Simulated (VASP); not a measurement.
# Ta (Im-3m) in VASP: elastic constants with LDA

Aim: the elastic constants of Ta with LDA.

All numbers are computed with VASP 6.6.1; they aren't measurements. Logs are shortened: lines on timing, memory, paths and dates and some standing lists are left out, and cuts for length are marked.

## Step 1: The structure

It takes space group Im-3m (No. 229, cubic). Conventional cell: a = 3.310 Å, b = 3.310 Å, c = 3.310 Å, α = 90.00°, β = 90.00°, γ = 90.00°. Ta (site symmetry m-3m) has 8 Ta at 2.87 Å as nearest neighbours.

## Step 2: Elastic constants, LDA

The input, POSCAR:

```
Ta
1.0
   -1.6549278100      1.6549278100      1.6549278100
    1.6549278100     -1.6549278100      1.6549278100
    1.6549278100      1.6549278100     -1.6549278100
Ta
1
Direct
    0.0000000000      0.0000000000      0.0000000000
```

The input, INCAR.step1:

```
PREC     = Accurate       # precision mode
ENCUT    = 350            # plane-wave cutoff, eV
EDIFF    = 1E-8           # SCF threshold, eV
ISMEAR   = 0              # smearing method
SIGMA    = 0.1            # smearing width, eV
LREAL    = False          # projectors in reciprocal space
LASPH    = True           # aspherical terms in the spheres
NELM     = 80             # most SCF steps
ALGO     = Normal         # electronic algorithm
ISIF     = 3              # what is computed and relaxed
LWAVE    = False          # write WAVECAR
LCHARG   = False          # write CHGCAR
IBRION   = 2              # ionic algorithm
NSW      = 40             # ionic steps
EDIFFG   = -0.002         # ionic threshold
```

The input, INCAR.step2:

```
PREC     = Accurate       # precision mode
ENCUT    = 350            # plane-wave cutoff, eV
EDIFF    = 1E-8           # SCF threshold, eV
ISMEAR   = 0              # smearing method
SIGMA    = 0.1            # smearing width, eV
LREAL    = False          # projectors in reciprocal space
LASPH    = True           # aspherical terms in the spheres
NELM     = 80             # most SCF steps
ALGO     = Normal         # electronic algorithm
ISIF     = 3              # what is computed and relaxed
LWAVE    = False          # write WAVECAR
LCHARG   = False          # write CHGCAR
IBRION   = 6              # ionic algorithm
NFREE    = 2            
POTIM    = 0.015          # step
NSW      = 1              # ionic steps
```

The input, KPOINTS:

```
regular mesh
0
Gamma
  18 18 18
```

Potentials or basis: VASP PAW LDA potentials, release 64 (Ta_pv).

Started as:

```bash
$ cat potpaw_LDA.64/Ta_pv/POTCAR > POTCAR
$ cp INCAR.step1 INCAR
$ mpirun -np 1 vasp_std > vasp.out
$ cp CONTCAR POSCAR
$ cp INCAR.step2 INCAR
$ mpirun -np 1 vasp_std > vasp.out
```

OUTCAR:

```text
PREC = Accurate
   ENCUT = 350
   EDIFF = 1E-8
   ISMEAR = 0
   LREAL = False
   LASPH = True
   NELM = 80
   ISIF = 3
   IBRION = 6
   NFREE = 2
   POTIM = 0.015
   NSW = 1

 ion  position               nearest neighbor table
   1  0.000  0.000  0.000-

  LATTYP: Found a body centered cubic cell.
 ALAT       =     3.2564851644

  Lattice vectors:

 A1 = (  -1.6282425822,   1.6282425822,   1.6282425822)
 A2 = (   1.6282425822,  -1.6282425822,   1.6282425822)
 A3 = (   1.6282425822,   1.6282425822,  -1.6282425822)

Analysis of symmetry for initial positions (statically):
=====================================================================
 Subroutine PRICEL returns:
 Original cell was already a primitive cell.

 Routine SETGRP: Setting up the symmetry group for a
 body centered cubic supercell.

 Subroutine GETGRP returns: Found 48 space group operations
 (whereof 48 operations were pure point group operations)
 out of a pool of 48 trial point group operations.

The static configuration has the point symmetry O_h .

Analysis of symmetry for dynamics (positions and initial velocities):
=====================================================================
 Subroutine PRICEL returns:
 Original cell was already a primitive cell.

 Routine SETGRP: Setting up the symmetry group for a
 body centered cubic supercell.

 Subroutine GETGRP returns: Found 48 space group operations
 (whereof 48 operations were pure point group operations)
 out of a pool of 48 trial point group operations.

The dynamic configuration has the point symmetry O_h .

 Subroutine INISYM returns: Found 48 space group operations
 (whereof 48 operations are pure point group operations),
 and found     1 'primitive' translations

----------------------------------------------------------------------------------------

                                     Primitive cell

  volume of cell :      17.2670

  direct lattice vectors                    reciprocal lattice vectors
    -1.628242582  1.628242582  1.628242582     0.000000000  0.307079550  0.307079550
     1.628242582 -1.628242582  1.628242582     0.307079550  0.000000000  0.307079550
     1.628242582  1.628242582 -1.628242582     0.307079550  0.307079550  0.000000000

  length of vectors
     2.820198879  2.820198879  2.820198879     0.434276065  0.434276065  0.434276065

  position of ions in fractional coordinates (direct lattice)
     0.000000000  0.000000000  0.000000000

  ion indices of the primitive-cell ions
   primitive index   ion index
                 1           1

----------------------------------------------------------------------------------------

 KPOINTS: regular mesh

Automatic generation of k-mesh.
 Grid dimensions read from file:
 generate k-points for:   18   18   18

 Generating k-lattice:

  Cartesian coordinates                     Fractional coordinates (reciprocal lattice)
     0.000000000  0.017059975  0.017059975     0.055555556  0.000000000  0.000000000
     0.017059975  0.000000000  0.017059975     0.000000000  0.055555556 -0.000000000
     0.017059975  0.017059975  0.000000000     0.000000000 -0.000000000  0.055555556

  Length of vectors
     0.024126448  0.024126448  0.024126448

  Shift w.r.t. Gamma in fractional coordinates (k-lattice)
     0.000000000  0.000000000  0.000000000

 Subroutine IBZKPT returns following result:
 ===========================================

 Found    195 irreducible k-points:

 Following reciprocal coordinates:
            Coordinates               Weight
  0.000000  0.000000  0.000000      1.000000
  0.055556  0.000000  0.000000     12.000000
  0.111111  0.000000  0.000000     12.000000
  0.166667  0.000000  0.000000     12.000000
  0.222222  0.000000  0.000000     12.000000
[... 64 lines left out ...]
   LHFCALC =     F    Hartree Fock is set to
   AEXX    =    0.0000 exact exchange contribution
   IVDW    =     0    specifies the selected vdW correction
   LEPSILON=     F    determine dielectric tensor
   LRPA    =     F    only Hartree local field effects (RPA)
 finite differences with symmetry
 non-spin polarized calculation
 Gauss-broadening in eV      SIGMA  =   0.10
  energy-cutoff  :      350.00
  volume of cell :       17.27
 maximum number of plane-waves:       268
 NGX is ok and might be reduce to    18
   NGX =  9   NGY =  9   NGZ =  9

--------------------------------------- Ionic step        1  -------------------------------------------

 number of electron      11.0000004 magnetization

 Free energy of the ion-electron system (eV)
  ---------------------------------------------------
  ext. energy  EPLUGINS =         0.00000000
  ---------------------------------------------------
  free energy    TOTEN  =       -12.83252452 eV

  energy without entropy =      -12.82675732  energy(sigma->0) =      -12.82964092

------------------------ aborting loop because EDIFF is reached ----------------------------------------

  FORCE on cell =-STRESS in cart. coord.  units (eV):
  Direction    XX          YY          ZZ          XY          YZ          ZX
  --------------------------------------------------------------------------------------
  -------------------------------------------------------------------------------------
  Total       -0.0062345     -0.0062345     -0.0062345     -0.0000000      0.0000000     -0.0000000
  in kB       -0.5784916     -0.5784916     -0.5784916     -0.0000000      0.0000000     -0.0000000
  external PRESSURE =      -0.5784916 kB  Pullay stress =       0.0000000 kB
[... 86 lines left out ...]
  FREE ENERGIE OF THE ION-ELECTRON SYSTEM (eV)
  ---------------------------------------------------
  free  energy   TOTEN  =       -12.8287454293 eV

  energy  without entropy=      -12.8229309544  energy(sigma->0) =      -12.82583819

[... ionic steps 4 to 12 ...]

--------------------------------------- Ionic step       13  -------------------------------------------

 number of electron      11.0000004 magnetization

------------------------ aborting loop because EDIFF is reached ----------------------------------------
[... 65 lines left out ...]
--------------------------------------- Ionic step       15  -------------------------------------------

 number of electron      11.0000004 magnetization

 Free energy of the ion-electron system (eV)
  ---------------------------------------------------
  ext. energy  EPLUGINS =         0.00000000
  ---------------------------------------------------
  free energy    TOTEN  =       -12.83252345 eV

  energy without entropy =      -12.82675622  energy(sigma->0) =      -12.82963984

 E-fermi :   5.7533     XC(G=0): -13.0117

 val. band max:        5.7528789224   @ k =  -0.3333   0.3333   0.1667
 cond. band min:       5.7638335997   @ k =  -0.2222   0.2222   0.1667
 fundamental gap:      0.0109546773
 Fermi energy:         5.7532587909

 k-point     1 :       0.0000    0.0000    0.0000
  band No.  band energies     occupation
      1     -26.9785      2.00000
      2     -26.9785      2.00000
      3     -26.9785      2.00000
      4      -2.2446      2.00000
      5       6.4237      0.00000
      6       6.4237      0.00000
      7       6.4237      0.00000
      8       9.8355      0.00000
      9       9.8355      0.00000
[... 265 lines left out ...]
 k-point    24 :       0.3889    0.1111   -0.0000
  band No.  band energies     occupation
      1     -28.2659      2.00000
      2     -27.4572      2.00000
      3     -27.0491      2.00000
      4       1.6210      2.00000
      5       4.1818      2.00000
      6       6.6351      0.00000
      7       9.6069      0.00000
      8      10.9764      0.00000
      9      14.0417      0.00000

 [... further k-points ...]

------------------------ aborting loop because EDIFF is reached ----------------------------------------

  FORCE on cell =-STRESS in cart. coord.  units (eV):
  Direction    XX          YY          ZZ          XY          YZ          ZX
  --------------------------------------------------------------------------------------
  -------------------------------------------------------------------------------------
  Total       -0.0060887     -0.0060887     -0.0060887      0.0000000      0.0000000      0.0000000
  in kB       -0.5649601     -0.5649601     -0.5649601      0.0000000      0.0000000      0.0000000
  external PRESSURE =      -0.5649601 kB  Pullay stress =       0.0000000 kB
[... 16 lines left out ...]
  FREE ENERGIE OF THE ION-ELECTRON SYSTEM (eV)
  ---------------------------------------------------
  free  energy   TOTEN  =       -12.8325234504 eV

  energy  without entropy=      -12.8267562239  energy(sigma->0) =      -12.82963984

 INTERNAL STRAIN TENSORS FROM STRAINED CELLS
 ============================================

 INTERNAL STRAIN TENSOR FOR ION    1 for displacements in x,y,z  (eV/Angst):
          X           Y           Z          XY          YZ          ZX
  --------------------------------------------------------------------------------
  x     0.00000     0.00000    -0.00000     0.00000     0.00000     0.00000
  y     0.00000     0.00000    -0.00000     0.00000     0.00000     0.00000
  z    -0.00000    -0.00000    -0.00000     0.00000     0.00000     0.00000

 INTERNAL STRAIN TENSORS FROM DISPLACED ATOMS
 ============================================

 INTERNAL STRAIN TENSOR FOR ION    1 for displacements in x,y,z  (eV/Angst):
          X           Y           Z          XY          YZ          ZX
  --------------------------------------------------------------------------------
  x     0.00000     0.00000     0.00000     0.00000     0.00000     0.00000
  y     0.00000     0.00000     0.00000     0.00000     0.00000     0.00000
  z     0.00000     0.00000     0.00000     0.00000     0.00000     0.00000

 Eigenvectors and eigenvalues of the dynamical matrix
 ----------------------------------------------------

   1 f/i=    0.000000 THz     0.000000 2PiTHz    0.000000 cm-1     0.000000 meV
             X         Y         Z           dx          dy          dz
      0.000000  0.000000  0.000000     0.018179   -0.999835    0.000000

   2 f/i=    0.000000 THz     0.000000 2PiTHz    0.000000 cm-1     0.000000 meV
             X         Y         Z           dx          dy          dz
      0.000000  0.000000  0.000000     0.000000    0.000000    1.000000

   3 f/i=    0.000000 THz     0.000000 2PiTHz    0.000000 cm-1     0.000000 meV
             X         Y         Z           dx          dy          dz
      0.000000  0.000000  0.000000    -0.999835   -0.018179    0.000000

--------------------------------------------------------------------------------------------------------

 ELASTIC MODULI CONTR FROM IONIC RELAXATION (kBar)
 Direction    XX          YY          ZZ          XY          YZ          ZX
 --------------------------------------------------------------------------------
 XX           0.0000      0.0000      0.0000      0.0000      0.0000      0.0000
 YY           0.0000      0.0000      0.0000      0.0000      0.0000      0.0000
 ZZ           0.0000      0.0000      0.0000      0.0000      0.0000      0.0000
 XY           0.0000      0.0000      0.0000      0.0000      0.0000      0.0000
 YZ           0.0000      0.0000      0.0000      0.0000      0.0000      0.0000
 ZX           0.0000      0.0000      0.0000      0.0000      0.0000      0.0000
 --------------------------------------------------------------------------------

 TOTAL ELASTIC MODULI (kBar)
 Direction    XX          YY          ZZ          XY          YZ          ZX
 --------------------------------------------------------------------------------
 XX        3111.8253   1797.1058   1797.1058      0.0000     -0.0000     -0.0000
 YY        1797.1058   3111.8253   1797.1058     -0.0000      0.0000      0.0000
 ZZ        1797.1058   1797.1058   3111.8253      0.0000     -0.0000      0.0000
 XY           0.0000     -0.0000      0.0000    790.6605      0.0000      0.0000
 YZ          -0.0000      0.0000     -0.0000      0.0000    790.6605      0.0000
 ZX          -0.0000      0.0000      0.0000      0.0000      0.0000    790.6605
 --------------------------------------------------------------------------------
```

It took 12 min on 1 thread of AMD EPYC 7R13 (Zen 3), shared host; peak memory 0.35 GiB.

What came out:

* Relaxed volume: 17.27 Å³/atom
* Relaxed cell: a = 2.820 Å, b = 2.820 Å, c = 2.820 Å, α = 109.47°, β = 109.47°, γ = 109.47°
* Space group after relaxing (to 0.05 Å): Im-3m (No. 229)
* Elastic constants C11, C12, C44: 311, 180, 79 GPa
* Voigt bulk modulus: 224 GPa

Step by step:
| step | energy change (eV) | largest force (eV/Å) | pressure (GPa) | volume (Å³) |
| --- | --- | --- | --- | --- |
| 1 | 0.0000 | 0.0000 | -9.86 | 18.13 |
| 2 | 0.1486 | 0.0000 | 32.30 | 15.36 |
| 3 | -0.0277 | 0.0000 | -0.52 | 17.31 |
| 4 | -0.0277 | 0.0000 | -0.05 | 17.27 |
| 5 | -0.0277 | 0.0000 | 0.17 | 17.25 |
| 6 | -0.0277 | 0.0000 | -0.33 | 17.29 |
| 7 | -0.0277 | 0.0000 | 0.00 | 17.27 |

Final structure:
```
Ta
1.0
    -1.62824    1.62824    1.62824
     1.62824   -1.62824    1.62824
     1.62824    1.62824   -1.62824
Ta
1
Cartesian
  0.0000 0.0000 0.0000
```

Elastic tensor in Voigt notation (GPa, in the Cartesian axes of the cell as first typed):
```
311 180 180   0   0   0
180 311 180   0   0   0
180 180 311   0   0   0
  0   0   0  79   0   0
  0   0   0   0  79   0
  0   0   0   0   0  79
```

Clamped-ion elastic tensor (GPa):
```
311 180 180   0   0   0
180 311 180   0   0   0
180 180 311   0   0   0
  0   0   0  79   0   0
  0   0   0   0  79   0
  0   0   0   0   0  79
```

Spin-orbit coupling is left out, which matters for the levels of Ta.
